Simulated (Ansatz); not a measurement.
**WS$_{2}$: do energies and stresses tell the same story?**

Level of theory: DFT PBEsol, scalar-relativistic, plane waves, PAW in Ansatz.

Plane waves to 420 eV, a k mesh through Γ of 12×12×2 on the computed 3-atom cell and Gaussian smearing (0.02 eV); no spin polarisation.

Relaxed cell: P-6m2, a = 3.146 Å, b = 3.146 Å, c = 16.953 Å, α = 90.00°, β = 90.00°, γ = 120.00°, 3 atoms in the primitive cell. This form isn't the usual stable structure of the compound.

Energies at zero smearing and pressures from the stress tensor, at volumes with shape and atoms relaxed:
| V (Å³/atom) | E − E(first) (meV/atom) | P (GPa) |
| --- | --- | --- |
| 45.525 | 0.00 | -0.028 |
| 46.978 | 0.00 | -0.025 |
| 48.431 | -0.01 | -0.006 |
| 49.884 | 0.00 | -0.041 |
| 51.337 | 0.00 | -0.038 |

Problem. Check P = −dE/dV between neighbouring volumes, and get the bulk modulus from the pressures alone.

Solution. With 1 eV/Å³ = 160.2 GPa:
```tsv
middle V (Å³/atom)	−ΔE/ΔV (GPa)	mean P (GPa)
46.251	0.000	-0.026
47.704	0.001	-0.015
49.157	-0.001	-0.023
50.610	0.000	-0.039
```

The two differ by 0.040 GPa at most. The mean of two end pressures misses the average over a step by about ΔV² P″/12, up to 0.011 GPa here; with that taken off 0.051 GPa remains, from the finite cutoff, the mesh or the relaxation's tolerance. Around V = 48.431 Å³/atom, the two neighbours give B = −V ΔP/ΔV = 48.431 × 0.016 / 2.906 = 0.3 GPa, against B0 = 0.0 GPa from the Birch–Murnaghan fit of the energies, which describes these points poorly (B0' = -0.4).

Spin–orbit coupling is left out, which can shift energies with elements as heavy as these. The cell holds layers, and where no dispersion correction was added their binding is poorly described.